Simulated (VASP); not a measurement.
Crystal: CoO.

```
CELL_PARAMETERS angstrom
2.82845 0.00000 0.00000
-1.41423 2.44951 0.00000
0.00000 0.00000 2.72172
ATOMIC_POSITIONS crystal
Co 0.00000 0.00000 0.50000
O 0.66667 0.33333 0.00000
```

The cell was built by a generator and needn't be a form met in nature.

| Property | Result |
| --- | --- |
| Program | VASP 6.6.1 |
| Task | relaxation of cell and atoms |
| Functional | RPBE |
| Potentials or basis | VASP PAW PBE potentials, release 64 (Co, O) |
| Cutoff | 600 eV |
| k mesh | 8 × 8 × 7 |
| Occupations | fermi-dirac, width 0.05 eV |
| Spin | collinear spin, ferromagnetic start |
| Starting moments | [2.0, 0.0] μB |

At the start: pressure 5.8 GPa; volume 9.43 Å³/atom.

**Question.** How do energy, volume and symmetry change on relaxing?

**Answer.** Over 6 steps the energy falls by 5.7 meV/atom and the volume is 9.76 Å³/atom (+3.6 %); space group P-6m2 (No. 187, to 0.05 Å); moment 3.00 μB per cell.

The path:
```tsv
step	energy change (eV)	largest force (eV/Å)	pressure (GPa)	volume (Å³)
1	0.0000	0.0001	5.79	18.86
2	-0.0082	0.0004	-2.64	19.80
3	-0.0109	0.0006	0.09	19.48
4	-0.0109	0.0008	-0.19	19.49
5	-0.0113	0.0012	-0.15	19.51
6	-0.0114	0.0024	-0.10	19.53
```

Final structure:
```yaml
crystal:
  lattice:
    - [2.87010, 0.00011, 0.00000]
    - [-1.43496, 2.48564, 0.00000]
    - [0.00000, 0.00000, 2.73728]
  atoms:
    - { symbol: Co, position: [0.99998, 0.00002, 0.50000] }
    - { symbol: O, position: [0.66669, 0.33331, 0.00000] }
```

Caveat: the PAW data sets were made with another functional, which shifts forces and pressure a little; a cell with one magnetic atom can't hold antiferromagnetic order, which such compounds often take.
